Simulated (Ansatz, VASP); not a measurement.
## Pt in VASP and in Ansatz

The input INCAR:

```
SYSTEM = Pt
PREC = Accurate
ENCUT = 520
EDIFF = 1E-7
ISMEAR = -1
SIGMA = 0.1
LREAL = .FALSE.
LASPH = .TRUE.
NELM = 60
ALGO = Normal
ISIF = 2
LWAVE = .FALSE.
LCHARG = .FALSE.
GGA = PS
NBANDS = 11
```

File KPOINTS:

```
regular mesh
0
G
  17 17 17
  0 0 0
```

Contents of POSCAR:

```
Pt
1.0
    0.0000000000      1.8193542739      1.8193542739
    1.8193542739      0.0000000000      1.8193542739
    1.8193542739      1.8193542739      0.0000000000
Pt
1
Direct
    0.0000000000      0.0000000000      0.0000000000
```

Input for Ansatz:

```yaml
crystal:
  lattice:
    - [0.0, 1.8193542739, 1.8193542739]
    - [1.8193542739, 0.0, 1.8193542739]
    - [1.8193542739, 1.8193542739, 0.0]
  atoms:
    - { symbol: Pt, position: [0.0, 0.0, 0.0] }
kpoints:
  mp_grid: { grid: [17, 17, 17] }
  band_path:
    path:
      - [0.0, 0.0, 0.0]
      - [0.5, 0.0, 0.5]
      - [0.625, 0.25, 0.625]
      - [0.375, 0.375, 0.75]
      - [0.0, 0.0, 0.0]
      - [0.5, 0.5, 0.5]
      - [0.5, 0.25, 0.75]
      - [0.5, 0.0, 0.5]
    npoints: 8
scf:
  occupations: { method: fermi_dirac, width: 0.1 }
hamiltonian:
  xc: pbesol
  pseudopotentials: { kind: paw }
output:
  forces: true
  stress: true
  eigenvalues: true
  populations: true
  dos: { projected: true, de: 0.2, e_range: [-14, 8] }
  write_density: true
  write_potential: true
  elf: true
  volumetric_format: npy
```

Change from the starting cell: volume scaled by 0.8, PAW files.

Alike in both runs: task single point; functional PBEsol; k mesh 17 × 17 × 17; occupations fermi-dirac, width 0.1 eV; no spin polarisation.

|  | VASP | Ansatz |
| --- | --- | --- |
| version | VASP 6.6.1 | Ansatz 0.2.0 |
| potentials or method | VASP PAW PBE potentials, release 64 (Pt) | PAW with Ansatz's default frozen-core files, scalar-relativistic |
| plane-wave cutoff (eV) | 520 | 420 |
| valence electrons in the cell | 10 | 18 |

|  | VASP | Ansatz | Ansatz less VASP |
| --- | --- | --- | --- |
| pressure (GPa) | 115.1 | 114.7 | -0.42 |

With one functional, cell and mesh, what is left measures potentials, basis and numerics. The two sets of potentials don't hold the same shells in valence.

Caveats: the cell as given lies far from equilibrium; so large a pressure means that the cell lies far from this level's equilibrium, or that cutoff or potentials fall short (VASP); the potentials were made for another functional, which shifts forces and pressure (VASP). Spin-orbit coupling is left out, which matters for the levels of Pt.
